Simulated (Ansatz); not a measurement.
## Response of Yb to small distortions

```
CELL_PARAMETERS angstrom
-2.15148 2.15148 2.15148
2.15148 -2.15148 2.15148
2.15148 2.15148 -2.15148
ATOMIC_POSITIONS crystal
Yb 0.00000 0.00000 0.00000
```

Structure from Materials Project entry mp-71 (possibly hypothetical), not relaxed further.

Semilocal functionals without a Hubbard term describe localised f shells poorly; where the shell is localised, the real material differs.

Spin–orbit coupling is left out, though it moves levels of the heavy atoms by tenths of an eV or more.

All numbers below come from DFT, PBEsol, all-electron LAPW, scalar-relativistic (Ansatz 0.2.0).

Numerical set-up: a Γ-centred 12×12×12 k mesh, Fermi–Dirac smearing of 0.05 eV, basis error target 1 meV/atom, no spin polarisation.

The unchanged cell is at -3.39 GPa, so energy changes include a term −P ΔV where the volume moves.

In a metal, stresses and small energies carry noise from the k mesh.

x, y and z are the Cartesian axes of the cell as listed; fractional coordinates follow a strain, and an engineering shear is twice the off-diagonal strain component.

(1) With this change (equal xy, yz and zx engineering shear strains of +4 %), what becomes of the energy and stress?

(2) With this change (z strained by +4 % at fixed volume), what becomes of the energy and stress?

Answers

(1) Energy change +10 meV/atom; stress change (xx, yy, zz, yz, xz, xy) 0.05, 0.05, 0.05, -0.74, -0.74, -0.74 GPa, compression positive.

(2) Energy change under 1 meV/atom; stress change (xx, yy, zz, yz, xz, xy) 0.09, 0.09, -0.07, 0.00, 0.00, 0.00 GPa, compression positive.
